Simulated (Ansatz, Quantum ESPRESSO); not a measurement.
Given: the input of a run of Quantum ESPRESSO 7.5 on Os (Osmium). Atoms were shifted at random by some hundredths of an Å from the given cell, which wasn't relaxed again for these runs. 

pw.in

```
&CONTROL
  calculation = 'scf'
  prefix = 'pwscf'
  outdir = './tmp'
  pseudo_dir = './pseudo'
  tprnfor = .true.
  tstress = .true.
  disk_io = 'nowf'
/
&SYSTEM
  ibrav = 0
  nat = 2
  ntyp = 1
  ecutwfc = 45
  ecutrho = 360
  nbnd = 24
  occupations = 'smearing'
  smearing = 'fd'
  degauss = 0.00367493
/
&ELECTRONS
  conv_thr = 4d-10
  electron_maxstep = 120
  mixing_beta = 0.5
/
ATOMIC_SPECIES
Os   190.2300 os_pbesol_v1.2.uspp.F.UPF
CELL_PARAMETERS angstrom
   2.7341000000    0.0000000000    0.0000000000
  -1.3670500000    2.3678000565    0.0000000000
   0.0000000000    0.0000000000    4.3197000000
ATOMIC_POSITIONS crystal
Os     0.6588800000    0.3197410000    0.7591660000
Os     0.3285490000    0.6649530000    0.2460270000
K_POINTS automatic
11 11 6 0 0 0
```

Potentials or basis: GBRV 1.5 PBEsol.

Command:

```sh
$ OMP_NUM_THREADS=1 mpirun -n 2 pw.x -nk 2 -in pw.in > pw.out
```

Question: Translate it to Ansatz 0.2.0. Potentials or basis there: all-electron LAPW, scalar-relativistic.

Answer: As run (cutoffs and basis follow the program's own potentials, and thresholds, step limits or extra output files can differ):

File input.yaml:

```yaml
crystal:
  lattice:
    - [2.7341, 0.0, 0.0]
    - [-1.36705, 2.3678000565, 0.0]
    - [0.0, 0.0, 4.3197]
  atoms:
    - { symbol: Os, position: [0.65888, 0.319741, 0.759166] }
    - { symbol: Os, position: [0.328549, 0.664953, 0.246027] }
kpoints:
  mp_grid: { grid: [11, 11, 6] }
scf:
  occupations: { method: fermi_dirac, width: 0.05 }
hamiltonian:
  xc: pbesol
  pseudopotentials: { kind: all_electron, lapw: { basis_error: 0.001 } }
output:
  forces: true
  stress: true
  eigenvalues: true
  populations: true
```

Potentials or basis: all-electron LAPW, scalar-relativistic.

Launch:

```console
$ ansatz run input.yaml --threads 1 --pin off --max-ram 3072MiB --backend cpu --events-out ev --progress --plain --runs-dir out
```

Both were run:

|  | Quantum ESPRESSO | Ansatz |
| --- | --- | --- |
| Pressure | -2.3 GPa | -1.8 GPa |
| Largest force | 0.997 eV/Å | 0.996 eV/Å |

Where Ansatz's input types no cutoff or centring, it takes its own default and a Γ-centred mesh.

Pressure is positive in compression.
